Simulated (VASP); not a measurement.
# CuO (Tenorite) (C2/c) in VASP: a series of runs

The runs below take CuO (Tenorite) through single point, with revPBE+D3(BJ).

All numbers are computed with VASP 6.6.1; they aren't measurements. Logs are shortened: lines on timing, memory, paths and dates and some standing lists are left out, and cuts for length are marked.

## 1. The crystal as given

The structure is monoclinic, space group C2/c (No. 15). The conventional cell has a = 4.715 Å, b = 3.445 Å, c = 5.163 Å, α = 90.00°, β = 99.54°, γ = 90.00°. Cu (site symmetry -1) has 4 O at 1.96 to 1.97 Å as nearest neighbours. O (site symmetry 2) has 4 Cu at 1.96 to 1.97 Å as nearest neighbours.

## 2. Single point, revPBE+D3(BJ)

INCAR reads:

```
SYSTEM = CuO
PREC = Accurate ; ENCUT = 520
EDIFF = 1E-6 ; ISMEAR = -1
SIGMA = 0.05 ; LREAL = .FALSE.
LASPH = .TRUE. ; NELM = 100
ALGO = Fast ; ISIF = 2
LWAVE = .FALSE. ; LCHARG = .TRUE.
GGA = RE ; IVDW = 12
LELF = .TRUE. ; LVHAR = .TRUE.
NBANDS = 25
```

KPOINTS reads:

```
regular mesh
0
G
  10 10 5
  0 0 0
```

POSCAR reads:

```
CuO
1.0
    2.3573593924     -1.7226334429      0.0000000000
    2.3573593924      1.7226334429      0.0000000000
   -0.8556569116      0.0000000000      5.0913661947
Cu O
2 2
Direct
    0.5000000000      0.0000000000      0.5000000000
    0.0000000000      0.5000000000      0.0000000000
    0.4184000000      0.5816000000      0.7500000000
    0.5816000000      0.4184000000      0.2500000000
```

Potentials or basis: VASP PAW PBE potentials, release 64 (Cu, O).

On the command line:

```console
$ cat potpaw_PBE.64/Cu/POTCAR potpaw_PBE.64/O/POTCAR > POTCAR
$ mpirun -np 1 vasp_std > vasp.out
```

OUTCAR:

```text
SYSTEM = CuO
   PREC = Accurate
   ENCUT = 520
   EDIFF = 1E-6
   ISMEAR = -1
   LREAL = .FALSE.
   LASPH = .TRUE.
   NELM = 100
   ISIF = 2
   GGA = RE
   IVDW = 12
 IVDW          = 12

 ion  position               nearest neighbor table
   1  0.500  0.000  0.500-   3 1.96   4 1.96   4 1.97   3 1.97
   2  0.000  0.500  0.000-   4 1.96   3 1.96   4 1.97   3 1.97
   3  0.418  0.582  0.750-   2 1.96   1 1.96   2 1.97   1 1.97
   4  0.582  0.418  0.250-   1 1.96   2 1.96   2 1.97   1 1.97

  LATTYP: Found a base centered monoclinic cell.
 ALAT       =     4.7147187848
 B/A-ratio  =     0.7307470590
 C/A-ratio  =     1.0950317057
 COS(beta)  =    -0.1657361228

  Lattice vectors:

 A1 = (   2.3573593924,  -1.7226334429,   0.0000000000)
 A2 = (   2.3573593924,   1.7226334429,   0.0000000000)
 A3 = (  -0.8556569116,   0.0000000000,   5.0913661947)

Analysis of symmetry for initial positions (statically):
=====================================================================
 Subroutine PRICEL returns:
 Original cell was already a primitive cell.

 Routine SETGRP: Setting up the symmetry group for a
 base centered monoclinic supercell.

 Subroutine GETGRP returns: Found  4 space group operations
 (whereof  2 operations were pure point group operations)
 out of a pool of  4 trial point group operations.

The static configuration has the point symmetry S_2 .
 The point group associated with its full space group is C_2h.

Analysis of symmetry for dynamics (positions and initial velocities):
=====================================================================
 Subroutine PRICEL returns:
 Original cell was already a primitive cell.

 Routine SETGRP: Setting up the symmetry group for a
 base centered monoclinic supercell.

 Subroutine GETGRP returns: Found  4 space group operations
 (whereof  2 operations were pure point group operations)
 out of a pool of  4 trial point group operations.

The dynamic configuration has the point symmetry S_2 .
 The point group associated with its full space group is C_2h.

 Subroutine INISYM returns: Found  4 space group operations
 (whereof  2 operations are pure point group operations),
 and found     1 'primitive' translations

----------------------------------------------------------------------------------------

                                     Primitive cell

  volume of cell :      41.3507

  direct lattice vectors                    reciprocal lattice vectors
     2.357359392 -1.722633443  0.000000000     0.212101728 -0.290253276  0.035645896
     2.357359392  1.722633443  0.000000000     0.212101728  0.290253276  0.035645896
    -0.855656912  0.000000000  5.091366195     0.000000000  0.000000000  0.196410936

  length of vectors
     2.919693354  2.919693354  5.162766553     0.361254394  0.361254394  0.196410936

  position of ions in fractional coordinates (direct lattice)
     0.500000000  1.000000000  0.500000000
     1.000000000  0.500000000  0.000000000
     0.418400000  0.581600000  0.750000000
     0.581600000  0.418400000  0.250000000

  ion indices of the primitive-cell ions
   primitive index   ion index
                 1           1
                 2           2
                 3           3
                 4           4

----------------------------------------------------------------------------------------

 KPOINTS: regular mesh

Automatic generation of k-mesh.
 Grid dimensions read from file:
 generate k-points for:   10   10    5

 Generating k-lattice:

  Cartesian coordinates                     Fractional coordinates (reciprocal lattice)
     0.021210173 -0.029025328  0.003564590     0.100000000  0.000000000 -0.000000000
     0.021210173  0.029025328  0.003564590     0.000000000  0.100000000 -0.000000000
     0.000000000  0.000000000  0.039282187     0.000000000  0.000000000  0.200000000

  Length of vectors
     0.036125439  0.036125439  0.039282187

  Shift w.r.t. Gamma in fractional coordinates (k-lattice)
     0.000000000  0.000000000  0.000000000

 Subroutine IBZKPT returns following result:
 ===========================================

 Found    141 irreducible k-points:

 Following reciprocal coordinates:
            Coordinates               Weight
  0.000000  0.000000  0.000000      1.000000
  0.100000 -0.000000  0.000000      4.000000
  0.200000 -0.000000  0.000000      4.000000
  0.300000  0.000000 -0.000000      4.000000
  0.400000 -0.000000  0.000000      4.000000
  0.500000  0.000000 -0.000000      2.000000
[... 16 lines left out ...]
  0.300000  0.300000  0.000000      2.000000
  0.400000  0.300000  0.000000      4.000000
 [... further k-points ...]
   k-points           NKPTS =    141   k-points in BZ     NKDIM =    141   number of bands    NBANDS=     25
   number of dos      NEDOS =    301   number of ions     NIONS =      4
   total plane-waves  NPLWV =  23040
   dimension x,y,z NGX =    24 NGY =   24 NGZ =   40
   dimension x,y,z NGXF=    48 NGYF=   48 NGZF=   80
   ions per type =               2   2
   NGX,Y,Z   is equivalent  to a cutoff of  13.67, 13.67, 12.88 a.u.
   NGXF,Y,Z  is equivalent  to a cutoff of  27.33, 27.33, 25.76 a.u.
 SYSTEM =  CuO
   PREC   = accura    normal or accurate (medium, high low for compatibility)
   ISTART =      0    job   : 0-new  1-cont  2-samecut
   ICHARG =      2    charge: 1-file 2-atom 10-const
   ISPIN  =      1    spin polarized calculation?
   LNONCOLLINEAR =      F non collinear calculations
   LSORBIT =      F    spin-orbit coupling
   LASPH  =      T    aspherical Exc in radial PAW
   ENCUT  =  520.0 eV  38.22 Ry    6.18 a.u.   5.43  5.43  9.60*2*pi/ulx,y,z
   NELM   =    100;   NELMIN=  2; NELMDL= -5     # of ELM steps
   EDIFF  = 0.1E-05   stopping-criterion for ELM
   LREAL  =      F    real-space projection
   EDIFFG = 0.1E-04   stopping-criterion for IOM
   NSW    =      0    number of steps for IOM
   IBRION =     -1    ionic relax: 0-MD 1-quasi-New 2-CG
   NFREE  =      0    steps in history (QN), initial steepest desc. (CG)
   ISIF   =      2    stress and relaxation
   ISYM   =      2    0-nonsym 1-usesym 2-fastsym
   POTIM  = 0.5000    time-step for ionic-motion
   TEBEG  =    0.0;   TEEND  =   0.0 temperature during run
   PSTRESS=    0.0 pullay stress
   NELECT =      34.0000    total number of electrons
   NUPDOWN=      -1.0000    fix difference up-down
   EMIN   =  10.00;   EMAX   =-10.00  energy-range for DOS
   EFERMI =   0.00;   METHOD = LEGACY
   ISMEAR =    -1;   SIGMA  =   0.05  broadening in eV -4-tet -1-fermi 0-gaus
   EFERMI_NEDOS =   21; number of points for ismear=-14 and -15
   IALGO  =     68    algorithm
   IMIX   =      4    mixing-type and parameters
     AMIX     =   0.40;   BMIX     =  1.00
     AMIX_MAG =   1.60;   BMIX_MAG =  1.00
  volume/ion in A,a.u.               =      10.34        69.76
  Fermi-wavevector in a.u.,A,eV,Ry     =   1.533699  2.898271 32.004068  2.352233
  Thomas-Fermi vector in A             =   2.640730
   LORBIT       =      0    0 simple, 1 ext, 2 COOP (PROOUT), +10 PAW based schemes
   GGA     = RE    functional components
   LHFCALC =     F    Hartree Fock is set to
   AEXX    =    0.0000 exact exchange contribution
   IVDW    =    12    specifies the selected vdW correction
   LEPSILON=     F    determine dielectric tensor
   LRPA    =     F    only Hartree local field effects (RPA)
 non-spin polarized calculation
 RMM-DIIS sequential band-by-band and
  energy-cutoff  :      520.00
  volume of cell :       41.35
 maximum number of plane-waves:      1137
 NGX is ok and might be reduce to    24
   NGX = 11   NGY = 11   NGZ = 19

 number of electron      34.0000009 magnetization

 Free energy of the ion-electron system (eV)
  ---------------------------------------------------
  ext. energy  EPLUGINS =         0.00000000
  ---------------------------------------------------
  free energy    TOTEN  =       -18.06806877 eV

  energy without entropy =      -18.04847889  energy(sigma->0) =      -18.05827383

 E-fermi :   5.5827     XC(G=0): -11.6473

 val. band max:        5.5823894423   @ k =   0.5000   0.2000   0.4000
 cond. band min:       5.5840751619   @ k =   0.5000   0.1000   0.2000
 fundamental gap:      0.0016857196
 Fermi energy:         5.5827296381

 k-point     1 :       0.0000    0.0000    0.0000
  band No.  band energies     occupation
      1     -14.2361      2.00000
      2     -12.9787      2.00000
      3      -2.3571      2.00000
      4       0.1708      2.00000
      5       0.5597      2.00000
      6       2.3713      2.00000
[... 17 lines left out ...]
     24      21.9557      0.00000
     25      22.2523      0.00000

 k-point     2 :       0.1000   -0.0000    0.0000
  band No.  band energies     occupation
      1     -14.1722      2.00000
      2     -12.9579      2.00000
      3      -2.2496      2.00000
      4       0.1555      2.00000
      5       0.5327      2.00000
      6       1.6170      2.00000
[... 17 lines left out ...]
     24      21.4461      0.00000
     25      22.6510      0.00000

 k-point     3 :       0.2000   -0.0000    0.0000
  band No.  band energies     occupation
      1     -13.9986      2.00000
      2     -12.9028      2.00000
      3      -1.9615      2.00000
      4       0.0982      2.00000
      5       0.4024      2.00000
      6       0.6267      2.00000
[... 552 lines left out ...]
 k-point    23 :       0.3000    0.3000    0.0000
  band No.  band energies     occupation
      1     -13.4859      2.00000
      2     -12.7837      2.00000
      3      -1.0455      2.00000
      4      -0.5810      2.00000
      5       0.3957      2.00000
      6       0.4371      2.00000
[... 17 lines left out ...]
     24      20.0806      0.00000
     25      20.6047      0.00000

 k-point    24 :       0.4000    0.3000    0.0000
  band No.  band energies     occupation
      1     -13.3097      2.00000
      2     -12.7380      2.00000
      3      -1.0565      2.00000
      4      -0.7616      2.00000
      5       0.2027      2.00000
      6       0.3810      2.00000
[... 17 lines left out ...]
     24      18.8794      0.00000
     25      19.9966      0.00000

 [... further k-points ...]

------------------------ aborting loop because EDIFF is reached ----------------------------------------

 Edisp (eV)   -2.17806

 E8    (eV) :    -1.4333

  FORCE on cell =-STRESS in cart. coord.  units (eV):
  Direction    XX          YY          ZZ          XY          YZ          ZX
  --------------------------------------------------------------------------------------
  -------------------------------------------------------------------------------------
  Total      -0.50498    -0.14798    -0.62097     0.00000     0.00000    -0.29150
  in kB     -19.56601    -5.73362   -24.06023     0.00000     0.00000   -11.29447
  external pressure =      -16.45 kB  Pullay stress =        0.00 kB

 VOLUME and BASIS-vectors are now :
 -----------------------------------------------------------------------------
  energy-cutoff  :      520.00
  volume of cell :       41.35
      direct lattice vectors                 reciprocal lattice vectors
     2.357359392 -1.722633443  0.000000000     0.212101728 -0.290253276  0.035645896
     2.357359392  1.722633443  0.000000000     0.212101728  0.290253276  0.035645896
    -0.855656912  0.000000000  5.091366195     0.000000000  0.000000000  0.196410936

 POSITION                                       TOTAL-FORCE (eV/Angst)
 -----------------------------------------------------------------------------------
      0.75085     -0.86132      2.54568         0.000000     -0.000000      0.000000
      1.17868      0.86132      0.00000         0.000000      0.000000      0.000000
      1.71562      0.28113      3.81852        -0.000000     -0.232457      0.000000
      2.14345     -0.28113      1.27284         0.000000      0.232457      0.000000
 -----------------------------------------------------------------------------------
    total drift:                                0.000000      0.000000     -0.000000

  FREE ENERGIE OF THE ION-ELECTRON SYSTEM (eV)
  ---------------------------------------------------
  free  energy   TOTEN  =       -20.2461327149 eV

  energy  without entropy=      -20.2265428345  energy(sigma->0) =      -20.23633777
```

It took 1.8 min on 1 thread of AMD EPYC 9R14 (Zen 4), shared host; peak memory 0.22 GiB.

Results:

* Free energy: -20.2461 eV
* Pressure: -1.6 GPa
* Largest force: 0.232 eV/Å
* Band gap on the k mesh: none (metal or under the smearing width)
* Dispersion energy per atom: -0.545 eV

Forces in eV/Å, atoms in the order of the input:
```
Cu   0.000  0.000  0.000
Cu   0.000  0.000  0.000
O    0.000 -0.232  0.000
O    0.000  0.232  0.000
```

Levels at points of the mesh, in eV from the Fermi level:
```tsv
k point	band 14	band 15	band 16	band 17	band 18	band 19	band 20	band 21
(0.00, 0.00, 0.00)	-2.17	-2.12	-1.63	0.21	0.92	1.68	6.08	8.11
(0.50, 0.00, 0.00)	-1.57	-1.47	-1.39	0.01	0.26	4.95	6.30	6.92
(0.50, 0.50, 0.00)	-2.08	-1.65	-1.20	-0.65	1.05	3.47	7.11	8.55
```

Caveat: the PAW data sets were made with another functional, which shifts forces and pressure a little; the run has no spin polarisation, though such a crystal can be magnetic; semilocal functionals often make such compounds metallic where correlation or magnetic order opens a gap, which also shifts bond lengths; pairwise dispersion overbinds metals, which lowers pressure and volume. With open d or f shells a metallic result of revPBE can be an artefact of self-interaction; +U or a hybrid may open a gap.

## 3. Single point, revPBE+D3(BJ)

This run uses another cell than the first one, of 10.13 Å³/atom, 0.980 times its volume.

INCAR reads:

```
SYSTEM = CuO
PREC = Accurate
ENCUT = 520
EDIFF = 1E-6
ISMEAR = -1
SIGMA = 0.05
LREAL = .FALSE.
LASPH = .TRUE.
NELM = 100
ALGO = Fast
ISIF = 2
LWAVE = .FALSE.
LCHARG = .FALSE.
GGA = RE
IVDW = 12
NBANDS = 25
```

KPOINTS reads:

```
Automatic mesh
0
G
  10 10 5
  0 0 0
```

POSCAR reads:

```
CuO
1.0
    2.3418500000     -1.7113000000      0.0000000000
    2.3418500000      1.7113000000      0.0000000000
   -0.8500274268      0.0000000000      5.0578693947
Cu O
2 2
Direct
    0.5000000000      0.0000000000      0.5000000000
    0.0000000000      0.5000000000      0.0000000000
    0.4184000000      0.5816000000      0.7500000000
    0.5816000000      0.4184000000      0.2500000000
```

Potentials or basis: VASP PAW PBE potentials, release 64 (Cu, O).

On the command line:

```console
$ cat potpaw_PBE.64/Cu/POTCAR potpaw_PBE.64/O/POTCAR > POTCAR
$ mpirun -np 1 vasp_std > vasp.out
```

It took 100 s on 1 thread of AMD EPYC 9R14 (Zen 4), shared host; peak memory 0.22 GiB.

Results (log left out):

- Free energy: -20.2455 eV
- Pressure: 1.7 GPa
- Largest force: 0.170 eV/Å
- Band gap on the k mesh: none (metal or under the smearing width)
- Dispersion energy per atom: -0.556 eV

Forces in eV/Å, atoms in the order of the input:
```
Cu   0.000  0.000  0.000
Cu   0.000  0.000  0.000
O    0.000 -0.170  0.000
O    0.000  0.170  0.000
```

Stress tensor (GPa, compression positive):
```
 1.54  0.00 -1.61
 0.00  1.96  0.00
-1.61  0.00  1.54
```

Levels at points of the mesh, in eV from the Fermi level:
```
           k point  band 13  band 14  band 15  band 16  band 17  band 18  band 19  band 20  band 21  band 22
(0.00, 0.00, 0.00)    -2.40    -2.23    -2.17    -1.67     0.21     0.94     1.75     6.09     8.22    13.46
(0.50, 0.00, 0.00)    -2.06    -1.62    -1.52    -1.43     0.01     0.25     4.94     6.38     7.01    11.20
(0.50, 0.50, 0.00)    -2.16    -2.14    -1.67    -1.23    -0.67     1.07     3.41     7.18     8.58    10.11
```

Caveat: the PAW data sets were made with another functional, which shifts forces and pressure a little; the run has no spin polarisation, though such a crystal can be magnetic; semilocal functionals often make such compounds metallic where correlation or magnetic order opens a gap, which also shifts bond lengths; pairwise dispersion overbinds metals, which lowers pressure and volume.
